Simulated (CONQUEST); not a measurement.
## GaSb under changes of volume

One of the cells (28.625 Å³/atom); the others are scaled copies at fixed shape and fractional positions:

```
Sb Ga
1.0
     4.32608    0.00000    0.00000
     0.00000    4.32608    0.00000
     0.00000    0.00000    6.11800
Sb Ga
2 2
Cartesian
  0.0000 2.1630 1.5295
  2.1630 0.0000 4.5885
  0.0000 0.0000 0.0000
  2.1630 2.1630 3.0590
```

```yaml
Program: CONQUEST 1.3
Functional: PBE
Potentials_or_basis: PseudoDojo NC PBE, SZ, grid of 48 × 48 × 60 points
k_mesh: 6 × 6 × 5
Occupations: fermi-dirac, width 0.05 eV
Spin: no spin polarisation
```

```tsv
volume (Å³/atom)	energy over the lowest point (meV/atom)	pressure (GPa)	gap on the mesh (eV)
26.907	125.76	10.2	0.84
27.480	92.32	8.5	0.64
28.052	?	?	?
28.625	42.68	5.6	0.27
29.197	24.58	4.5	0.10
29.770	10.39	3.4	none
30.342	0.00	2.4	none
```

Question: What does the run at 28.052 Å³/atom give?

Answer: Energy over the lowest point 64.90 meV/atom; pressure 6.9 GPa; gap on the mesh 0.45 eV.

Worked out: A Birch-Murnaghan fit of order 3 (a polynomial in V^(-2/3)) to the other rows has no minimum within the range. It gives 64.97 meV/atom at 28.052 Å³/atom, against the run's 64.90, and -dE/dV = 7.0 GPa, against 6.9.

Energies are extrapolated to zero smearing.

Caveats: the atomic basis is small; the basis of atomic orbitals isn't converged, which shifts pressures, moduli and gaps; the real-space grid breaks the cell's symmetry a little (some runs); spin-orbit coupling is left out, which moves the levels of the heavy elements (some runs); an odd mesh through Γ misses points on the zone boundary, where band edges often lie (some runs).

A gap of «none» marks a metal or a gap under the smearing width.
